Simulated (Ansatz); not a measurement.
# HgSe: the cost of one run

Method: DFT LDA, scalar-relativistic, plane waves, PAW, and further levels as typed in the inputs, in Ansatz 0.2.0.

## 1. Starting point

It takes space group F-43m (No. 216, cubic). Conventional cell: a = 6.085 Å, b = 6.085 Å, c = 6.085 Å, α = 90.00°, β = 90.00°, γ = 90.00°. Hg (site symmetry -43m) has 4 Se at 2.63 Å as nearest neighbours. Se (site symmetry -43m) is surrounded by 4 Hg at 2.63 Å.

Coordinates:

```
CELL_PARAMETERS angstrom
0.00000 3.04250 3.04250
3.04250 0.00000 3.04250
3.04250 3.04250 0.00000
ATOMIC_POSITIONS crystal
Hg 0.00000 0.00000 0.00000
Se 0.25000 0.25000 0.25000
```

## 2. Relaxing cell and atoms: HgSe, no spin

The input, input.yaml:

```yaml
crystal:
  lattice:
    - [0.0, 3.0425, 3.0425]
    - [3.0425, 0.0, 3.0425]
    - [3.0425, 3.0425, 0.0]
  atoms:
    - { symbol: Hg, position: [0.0, 0.0, 0.0] }
    - { symbol: Se, position: [0.25, 0.25, 0.25] }
scf:
  occupations: { method: gaussian, width: 0.01 }
output:
  forces: true
  stress: true
  eigenvalues: true
  write_density: true
  write_potential: true
  elf: true
  volumetric_format: npy
hamiltonian:
  xc: lda
relax:
  f_tol: 0.005
  max_steps: 60
  cell: { stress_tol: 0.03 }
kpoints:
  mp_grid: { grid: [10, 10, 10] }
```

The run is started by

```
$ ansatz run input.yaml --threads 4 --pin off --max-ram 12288MiB --backend cpu --events-out ev --progress --plain --runs-dir out
```

**Question.** How long does this run take on 4 threads of Arm Neoverse V2, shared host, and how much memory does it need?

About 5.7 s, with a peak of 0.4 GiB.
